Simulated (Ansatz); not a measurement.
# How far is PAW off for CdSe?

```yaml
crystal:
  lattice:
    - [0.00000, 3.13168, 3.07027]
    - [3.13168, 0.00000, 3.07027]
    - [3.13168, 3.13168, 0.00000]
  atoms:
    - { symbol: Cd, position: [0.00000, 0.00000, 0.00000] }
    - { symbol: Se, position: [0.25000, 0.25000, 0.25000] }
```

Atom numbers follow the list: Cd1, Se2.

Structure from Materials Project entry mp-2691 (possibly hypothetical), not relaxed further. The listed cell was then made from it by scaling, straining or moving an atom.

Methods: DFT, PBE, PAW with Ansatz's default frozen-core files, scalar-relativistic (Ansatz 0.2.0); DFT, PBE, all-electron PAW with datasets made for the crystal, scalar-relativistic (Ansatz 0.2.0); DFT, PBE, all-electron LAPW, scalar-relativistic (Ansatz 0.2.0).

For PAW: a Γ-centred 8×8×8 k mesh, Fermi–Dirac smearing of 0.03 eV, cutoff 420 eV, no spin polarisation. The crystal-made all-electron datasets (AE datasets) take a cutoff of 240 eV at this cell. LAPW targets a basis error of 1 meV/atom. The Ansatz runs share mesh, smearing and spin set-up. Plane-wave (PAW) pressures include the program's estimate of the Pulay term.

Stress and pressure are positive in compression.

The change that made this cell: equal xx and yy strain of +2 %.

No spin–orbit coupling: at heavy atoms the gradients can be off by tens of per cent for that reason.

```
                             quantity    PAW  AE datasets   LAPW
                       pressure (GPa)  -0.56        -0.55  -0.54
                      stress xx (GPa)  -0.67        -0.66  -0.66
                      stress zz (GPa)  -0.33        -0.32  -0.31
                        band gap (eV)  0.430        0.430  0.430
field gradient Vzz at Cd1 (10²¹ V/m²)   0.59         0.58      –
field gradient Vzz at Se2 (10²¹ V/m²)  -0.76        -0.78      –
```

PAW's pressure differs from the LAPW value by about 0.01 GPa or less.
